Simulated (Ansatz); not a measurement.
`CC(C)=[OH+]` at its PBE0-D4/def2-TZVP geometry, where that method's forces vanish. Charge 1, multiplicity 1.

```xyz
11

C    -0.4164   -1.2742    0.4408
C    -0.0135   -0.1083   -0.3322
C     0.3455    1.1760    0.2828
O     0.0137   -0.2536   -1.5952
H    -0.6453   -2.1341   -0.1836
H     0.3829   -1.5063    1.1569
H    -1.2781   -0.9953    1.0616
H     0.2811    1.1411    1.3675
H    -0.3215    1.9599   -0.0974
H     1.3647    1.4517   -0.0151
H     0.2868    0.5431   -2.0860
```

Problem. What forces (eV/Å) does ωB97M-V/def2-TZVPP give on these atoms in Ansatz 0.2.0? (An estimate is asked.)

Solution. The calculation gave: 
```
C1  -0.081 -0.221  0.201
C2   0.000  0.004  0.013
C3   0.075  0.263  0.082
O4   0.027  0.052 -0.182
H5   0.022  0.079  0.046
H6  -0.060  0.025 -0.083
H7   0.073 -0.016 -0.075
H8   0.002 -0.009 -0.090
H9   0.047 -0.082  0.031
H10 -0.087 -0.041  0.024
H11 -0.018 -0.053  0.033
```
